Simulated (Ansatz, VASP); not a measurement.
**Two plane-wave programs on BaS**

File INCAR:

```
PREC = Accurate ; ENCUT = 600
EDIFF = 1E-6 ; ISMEAR = 0
SIGMA = 0.1 ; LREAL = False
LASPH = True ; NELM = 60
ALGO = Normal ; ISIF = 3
LWAVE = False ; LCHARG = False
GGA = PE ; IBRION = 2
NSW = 90 ; EDIFFG = -0.04
```

File KPOINTS:

```
regular mesh
0
Gamma
  6 6 6
```

POSCAR

```
BaS
1.0
    5.1668286700      0.0000000000      0.0000000000
   -2.5834143300      4.4746048800      0.0000000000
    0.0000000000      0.0000000000      3.4098210200
Ba S
1 1
Direct
    0.0000000000      0.0000000000      0.5000000000
    0.6666666700      0.3333333300      0.0000000000
```

Input for Ansatz:

```yaml
crystal:
  lattice:
    - [5.16682867, 0.0, 0.0]
    - [-2.58341433, 4.47460488, 0.0]
    - [0.0, 0.0, 3.40982102]
  atoms:
    - { symbol: Ba, position: [0.0, 0.0, 0.5] }
    - { symbol: S, position: [0.66666667, 0.33333333, 0.0] }
basis:
  ecutwfc: 420
kpoints:
  mp_grid: { grid: [6, 6, 6] }
hamiltonian:
  xc: pbe
scf:
  occupations: { method: gaussian, width: 0.1 }
  lower_state_search: "off"
output:
  forces: true
  stress: true
  eigenvalues: true
relax:
  adjacent_minimum: "off"
  f_tol: 0.04
  max_steps: 70
  cell: { stress_tol: 0.4 }
```

Alike in both runs: task relaxation of cell and atoms; functional PBE; k mesh 6 × 6 × 6; occupations gaussian, width 0.1 eV; no spin polarisation.

|  | VASP | Ansatz |
| --- | --- | --- |
| version | VASP 6.6.1 | Ansatz 0.2.0 |
| potentials or method | VASP PAW PBE potentials, release 64 (Ba_sv, S) | scalar-relativistic, plane waves, PAW |
| plane-wave cutoff (eV) | 600 | 420 |
| valence electrons in the cell | 16 | 16 |

```tsv
	VASP	Ansatz	Ansatz less VASP
gap on the k mesh at the Fermi level, each at its own relaxed structure (eV)	1.99	2.03	+0.037
relaxed volume (Å³/atom)	33.32	32.76	-0.557
relaxed cell length with the largest relative difference (Å)	4.001	3.966	-0.0351
energy change over the relaxation (meV/atom)	-639	-653	-13.3
```

Caveats: the volume moved by over 15 % at a fixed basis, so the end points are rough (VASP); spin-orbit coupling is left out, which moves the levels of the heavy elements. A k mesh can miss the band edges.
